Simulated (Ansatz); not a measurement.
Crystal: ZrC.

```
CELL_PARAMETERS angstrom
0.00000 2.36500 2.36500
2.36500 0.00000 2.36500
2.36500 2.36500 0.00000
ATOMIC_POSITIONS crystal
Zr 0.50000 0.50000 0.50000
C 0.00000 0.00000 0.00000
```

Base run:

| Quantity | Value |
| --- | --- |
| Program | Ansatz 0.2.0 |
| Functional | PBE |
| Potentials or basis | Ansatz PAW |
| Cutoff | 420 eV (not typed: the program's choice for these potentials) |
| k mesh | 10 × 10 × 10 |
| Occupations | gaussian, width 0.011 eV |
| Spin | no spin polarisation |

Its results: band gap on the k mesh 0.10 eV; pressure -3.0 GPa.

Task: The run is repeated on the same cell with these changes: occupations from gaussian, width 0.011 eV to fermi-dirac, width 0.05 eV. What comes out?

Result: Band gap on the k mesh none (metal or under the smearing width); pressure -2.9 GPa.

A k mesh can miss the band edges.
